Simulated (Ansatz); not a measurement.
# Al3Cu under pressure: fit and missing row

Al3Cu, P4/mmm, a = 2.774 Å, c = 7.592 Å. The structure is a Materials Project entry; whether it is the stable form wasn't checked. Ansatz: r2SCAN, PAW, 500 eV, Γ-centred 16×16×6 mesh on 4 atoms, Gaussian smearing 0.10 eV; no spin polarisation. Cell and atoms are relaxed at each pressure, and no other structure is tried, so the rows at high pressure may lie past a change of phase.

| V (Å³/atom) | P (GPa) |
| --- | --- |
| ? | 59.97 |
| 12.099 | 30.04 |
| 13.076 | 14.98 |
| 13.686 | 7.96 |
| 14.221 | 2.98 |
| 14.603 | -0.02 |
| 15.047 | -3.00 |

Problem. Take V0 = 14.603 Å³/atom, count pressures from its P0 = -0.02 GPa, fit the third-order Birch–Murnaghan form to the other rows, and predict the missing volume.

Solution. With the Eulerian strain f = ½[(V0/V)^(2/3) − 1] and y = (P − P0)/[3f(1 + 2f)^(5/2)], the form is the line y = B0 + 1.5 B0 (B0′ − 4) f. Rows (f, y): 0.06680, 109.6; 0.03821, 108.9; 0.02209, 108.1; 0.00891, 107.4; -0.00988, 105.7. Means f = 0.02523, y = 107.94; Σ(Δf)² = 0.003405, ΣΔfΔy = 0.1684; the slope is their ratio. y = 106.7 + 49.46 f GPa, so B0 = 106.7 GPa and B0′ = 4 + 2 × (49.46)/(3 × 106.7) = 4.31. P = 59.97 GPa is met at f = 0.10897 (y = 112.09), so V = V0 (1 + 2f)^(−3/2) = 10.864 Å³/atom. The run gave 10.838 Å³/atom, so the fit is 0.026 Å³/atom too high, 0.62 % of the span of the series, against an rms of 0.003 Å³/atom on the fitted rows. The row lies outside the fitted range. A fourth-order term fitted to the same rows gives P = 58.99 GPa at this row's volume (the line 60.79, the run 59.97), no gain.